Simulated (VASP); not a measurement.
# BaO (Fm-3m) in VASP: Born charges and dielectric tensor with LDA

Aim: the Born charges and dielectric tensor of BaO with LDA.

Everything below comes from runs of VASP 6.6.1. Logs are shortened: lines on timing, memory, paths and dates and some standing lists are left out, and cuts for length are marked.

**1. The crystal as given**

The structure is cubic, space group Fm-3m (No. 225). Conventional cell: a = 5.532 Å, b = 5.532 Å, c = 5.532 Å, α = 90.00°, β = 90.00°, γ = 90.00°. Ba (site symmetry m-3m) is surrounded by 6 O at 2.77 Å. Around O (site symmetry m-3m) lie 6 Ba at 2.77 Å.

The cell is a database's computed one.

**2. Born charges and dielectric tensor, LDA**

INCAR reads:

```
SYSTEM = BaO
PREC     = Accurate       ! precision mode
ENCUT    = 600            ! plane-wave cutoff, eV
EDIFF    = 1E-8           ! SCF threshold, eV
ISMEAR   = 0              ! smearing method
SIGMA    = 0.02           ! smearing width, eV
LREAL    = .FALSE.        ! projectors in reciprocal space
LASPH    = .TRUE.         ! aspherical terms in the spheres
NELM     = 80             ! most SCF steps
ALGO     = Normal         ! electronic algorithm
ISIF     = 2              ! what is computed and relaxed
LWAVE    = .FALSE.        ! write WAVECAR
LCHARG   = .FALSE.        ! write CHGCAR
LEPSILON = .TRUE.         ! dielectric tensor by DFPT
IBRION   = 8              ! ionic algorithm
NSW      = 1              ! ionic steps
```

KPOINTS reads:

```
regular mesh
0
G
  8 8 8
  0 0 0
```

POSCAR reads:

```
BaO
1.0
    0.0000000000      2.7658300000      2.7658300000
    2.7658300000      0.0000000000      2.7658300000
    2.7658300000      2.7658300000      0.0000000000
Ba O
1 1
Direct
    0.0000000000      0.0000000000      0.0000000000
    0.5000000000      0.5000000000      0.5000000000
```

Potentials or basis: VASP PAW LDA potentials, release 64 (Ba_sv, O).

The run is started by

```console
> cat potpaw_LDA.64/Ba_sv/POTCAR potpaw_LDA.64/O/POTCAR > POTCAR
> mpirun -np 1 vasp_std > vasp.out
```

OUTCAR:

```text
SYSTEM = BaO
   PREC = Accurate
   ENCUT = 600
   EDIFF = 1E-8
   ISMEAR = 0
   LREAL = .FALSE.
   LASPH = .TRUE.
   NELM = 80
   ISIF = 2
   LEPSILON = .TRUE.
   IBRION = 8
   NSW = 1

 ion  position               nearest neighbor table
   1  0.000  0.000  0.000-   2 2.77   2 2.77   2 2.77   2 2.77   2 2.77   2 2.77
   2  0.500  0.500  0.500-   1 2.77   1 2.77   1 2.77   1 2.77   1 2.77   1 2.77

  LATTYP: Found a face centered cubic cell.
 ALAT       =     5.5316600000

  Lattice vectors:

 A1 = (   0.0000000000,   2.7658300000,   2.7658300000)
 A2 = (   2.7658300000,   0.0000000000,   2.7658300000)
 A3 = (   2.7658300000,   2.7658300000,   0.0000000000)

Analysis of symmetry for initial positions (statically):
=====================================================================
 Subroutine PRICEL returns:
 Original cell was already a primitive cell.

 Routine SETGRP: Setting up the symmetry group for a
 face centered cubic supercell.

 Subroutine GETGRP returns: Found 48 space group operations
 (whereof 48 operations were pure point group operations)
 out of a pool of 48 trial point group operations.

The static configuration has the point symmetry O_h .

Analysis of symmetry for dynamics (positions and initial velocities):
=====================================================================
 Subroutine PRICEL returns:
 Original cell was already a primitive cell.

 Routine SETGRP: Setting up the symmetry group for a
 face centered cubic supercell.

 Subroutine GETGRP returns: Found 48 space group operations
 (whereof 48 operations were pure point group operations)
 out of a pool of 48 trial point group operations.

The dynamic configuration has the point symmetry O_h .

 Subroutine INISYM returns: Found 48 space group operations
 (whereof 48 operations are pure point group operations),
 and found     1 'primitive' translations

----------------------------------------------------------------------------------------

                                     Primitive cell

  volume of cell :      42.3162

  direct lattice vectors                    reciprocal lattice vectors
     0.000000000  2.765830000  2.765830000    -0.180777560  0.180777560  0.180777560
     2.765830000  0.000000000  2.765830000     0.180777560 -0.180777560  0.180777560
     2.765830000  2.765830000  0.000000000     0.180777560  0.180777560 -0.180777560

  length of vectors
     3.911474297  3.911474297  3.911474297     0.313115920  0.313115920  0.313115920

  position of ions in fractional coordinates (direct lattice)
     0.000000000  0.000000000  0.000000000
     0.500000000  0.500000000  0.500000000

  ion indices of the primitive-cell ions
   primitive index   ion index
                 1           1
                 2           2

----------------------------------------------------------------------------------------

 KPOINTS: regular mesh

Automatic generation of k-mesh.
 Grid dimensions read from file:
 generate k-points for:    8    8    8

 Generating k-lattice:

  Cartesian coordinates                     Fractional coordinates (reciprocal lattice)
    -0.022597195  0.022597195  0.022597195     0.125000000  0.000000000  0.000000000
     0.022597195 -0.022597195  0.022597195     0.000000000  0.125000000  0.000000000
     0.022597195  0.022597195 -0.022597195     0.000000000  0.000000000  0.125000000

  Length of vectors
     0.039139490  0.039139490  0.039139490

  Shift w.r.t. Gamma in fractional coordinates (k-lattice)
     0.000000000  0.000000000  0.000000000

 Subroutine IBZKPT returns following result:
 ===========================================
[... 477 lines left out ...]
 -----------------------------------------------------------------------------------
      0.00000      0.00000      0.00000         0.000000      0.000000     -0.000000
      2.76583      2.76583      2.76583        -0.000000     -0.000000      0.000000
 -----------------------------------------------------------------------------------
    total drift:                                0.000000     -0.000000      0.000000

  FREE ENERGIE OF THE ION-ELECTRON SYSTEM (eV)
  ---------------------------------------------------
  free  energy   TOTEN  =       -13.1048269839 eV

  energy  without entropy=      -13.1048269839  energy(sigma->0) =      -13.10482698

 HEAD OF MICROSCOPIC STATIC DIELECTRIC TENSOR (INDEPENDENT PARTICLE, excluding Hartree and local field effects)
 ------------------------------------------------------
           4.645863    -0.000000     0.000000
           0.000000     4.645863     0.000000
           0.000000    -0.000000     4.645863
 ------------------------------------------------------

 Free energy of the ion-electron system (eV)
  ---------------------------------------------------
  ---------------------------------------------------
  free energy    TOTEN  =        -0.41891093 eV

  energy without entropy =       -0.41891093

------------------------ aborting loop because EDIFF is reached ----------------------------------------

--------------------------------------- Ionic step        2  -------------------------------------------

------------------------ aborting loop because EDIFF is reached ----------------------------------------

--------------------------------------- Ionic step        3  -------------------------------------------

------------------------ aborting loop because EDIFF is reached ----------------------------------------

 PIEZOELECTRIC TENSOR FIELD DIRECTION 3  (e Angst)
 -----------------------------------------------------------------------------
     0.00020  0.00000  0.00000           ( -0.00001  0.00000 -0.00000)
     0.00000  0.00020 -0.00000           (  0.00000 -0.00001  0.00000)
    -0.00000  0.00000 -0.00090           ( -0.00000  0.00000 -0.00001)

 PIEZOELECTRIC TENSOR FIELD DIRECTION 3  (C/m^2)
 -----------------------------------------------------------------------------
     0.00007  0.00000  0.00000
     0.00000  0.00007 -0.00000
    -0.00000  0.00000 -0.00034

--------------------------------------- Ionic step        4  -------------------------------------------

------------------------ aborting loop because EDIFF is reached ----------------------------------------

[... ionic steps 5 to 6 ...]

--------------------------------------- Ionic step        7  -------------------------------------------

 Free energy of the ion-electron system (eV)
  ---------------------------------------------------
  ---------------------------------------------------
  free energy    TOTEN  =        -0.36064970 eV

  energy without entropy =       -0.36064970

------------------------ aborting loop because EDIFF is reached ----------------------------------------

 INTERNAL STRAIN TENSOR  FOR ION    2  DIRECTION 1   (eV/Angst):
 -----------------------------------------------------------------------------
    -0.01889 -0.00000  0.00000
     0.00000  0.00045 -0.00000
     0.00000 -0.00000  0.00045

 MACROSCOPIC STATIC DIELECTRIC TENSOR (including local field effects in DFT)
 ------------------------------------------------------
           4.361530     0.000000    -0.000000
           0.000000     4.361530    -0.000000
          -0.000000    -0.000000     4.361530
 ------------------------------------------------------

 PIEZOELECTRIC TENSOR (including local field effects)  for field in x, y, z        (e  Angst)
          XX          YY          ZZ          XY          YZ          ZX
  --------------------------------------------------------------------------------
  x     0.00000     0.00000     0.00000     0.00000     0.00000     0.00000
  y     0.00000     0.00000     0.00000     0.00000     0.00000     0.00000
  z     0.00000     0.00000     0.00000     0.00000     0.00000     0.00000

 PIEZOELECTRIC TENSOR (including local field effects)  for field in x, y, z        (C/m^2)
          XX          YY          ZZ          XY          YZ          ZX
  --------------------------------------------------------------------------------
  x     0.00000     0.00000     0.00000     0.00000     0.00000     0.00000
  y     0.00000     0.00000     0.00000     0.00000     0.00000     0.00000
  z     0.00000     0.00000     0.00000     0.00000     0.00000     0.00000

 BORN EFFECTIVE CHARGES (including local field effects) (in |e|, cummulative output)
 ---------------------------------------------------------------------------------
 ion    1
    1     2.76560     0.00000     0.00000
    2    -0.00000     2.76560     0.00000
    3     0.00000     0.00000     2.76560
 ion    2
    1    -2.76560    -0.00000     0.00000
    2     0.00000    -2.76560     0.00000
    3     0.00000     0.00000    -2.76560

 INTERNAL STRAIN TENSOR FOR ION    2 for displacements in x,y,z  (eV/Angst):
          X           Y           Z          XY          YZ          ZX
  --------------------------------------------------------------------------------
  x     0.00000     0.00000     0.00000     0.00000     0.00000     0.00000
  y     0.00000     0.00000     0.00000     0.00000     0.00000     0.00000
  z     0.00000     0.00000     0.00000     0.00000     0.00000     0.00000

 SECOND DERIVATIVES (NOT SYMMETRIZED)
 ------------------------------------
               1X          1Y          1Z          2X          2Y          2Z
  1X    -0.451573    0.000000    0.000000    0.451573    0.000000    0.000000
  1Y     0.000000   -0.451573    0.000000    0.000000    0.451573    0.000000
  1Z     0.000000    0.000000   -0.451573    0.000000    0.000000    0.451573
  2X     0.453602    0.000000    0.000000   -0.453602    0.000000    0.000000
  2Y     0.000000    0.453602    0.000000    0.000000   -0.453602    0.000000
  2Z     0.000000    0.000000    0.453602    0.000000    0.000000   -0.453602

 Eigenvectors and eigenvalues of the dynamical matrix
 ----------------------------------------------------

   1 f  =    2.780725 THz    17.471812 2PiTHz   92.755010 cm-1    11.500150 meV
             X         Y         Z           dx          dy          dz
      0.000000  0.000000  0.000000     0.322389   -0.000000   -0.000000
      2.765830  2.765830  2.765830    -0.946607   -0.000000   -0.000000
[... 21 lines left out ...]
   6 f/i=    0.001902 THz     0.011949 2PiTHz    0.063435 cm-1     0.007865 meV
             X         Y         Z           dx          dy          dz
      0.000000  0.000000  0.000000     0.010193    0.040268    0.945696
      2.765830  2.765830  2.765830     0.003471    0.013714    0.322078

--------------------------------------------------------------------------------------------------------

 MACROSCOPIC STATIC DIELECTRIC TENSOR IONIC CONTRIBUTION
 ------------------------------------------------------
          72.266028     0.000000     0.000000
           0.000000    72.266028     0.000000
           0.000000     0.000000    72.266028
 ------------------------------------------------------

 ELASTIC MODULI CONTR FROM IONIC RELAXATION (kBar)
 Direction    XX          YY          ZZ          XY          YZ          ZX
 --------------------------------------------------------------------------------
 XX           0.0000      0.0000      0.0000      0.0000      0.0000      0.0000
 YY           0.0000      0.0000      0.0000      0.0000      0.0000      0.0000
 ZZ           0.0000      0.0000      0.0000      0.0000      0.0000      0.0000
 XY           0.0000      0.0000      0.0000      0.0000      0.0000      0.0000
 YZ           0.0000      0.0000      0.0000      0.0000      0.0000      0.0000
 ZX           0.0000      0.0000      0.0000      0.0000      0.0000      0.0000
 --------------------------------------------------------------------------------

 PIEZOELECTRIC TENSOR IONIC CONTR  for field in x, y, z        (C/m^2)
          XX          YY          ZZ          XY          YZ          ZX
  --------------------------------------------------------------------------------
  x     0.00000     0.00000     0.00000     0.00000     0.00000     0.00000
  y     0.00000     0.00000     0.00000     0.00000     0.00000     0.00000
  z     0.00000     0.00000     0.00000     0.00000     0.00000     0.00000
```

It took 3.7 min on 1 thread of AMD EPYC 9R45 (Zen 5), shared host; peak memory 0.23 GiB.

Results:

```
Band gap on the k mesh                                  : 1.81 eV, direct
Electronic dielectric tensor (diagonal)                 : 4.36
Born charges (mean of the diagonal)                     : Ba +2.77; O -2.77 e
Highest phonon frequency at Γ, LO-TO splitting left out : 93 cm⁻¹
```

Phonon frequencies in cm⁻¹ (negative: imaginary):
```csv
q point,frequencies
"(0.000, 0.000, 0.000)",0 0 0 93 93 93
```

Electronic dielectric tensor:
```
4.36 0.00 0.00
0.00 4.36 0.00
0.00 0.00 4.36
```

Born effective charge tensors (e):
atom 1, Ba
```
2.77 0.00 0.00
0.00 2.77 0.00
0.00 0.00 2.77
```
atom 2, O
```
-2.77  0.00  0.00
 0.00 -2.77  0.00
 0.00  0.00 -2.77
```

Caveat: spin-orbit coupling is left out, which moves the levels of the heavy elements. A k mesh can miss the band edges.
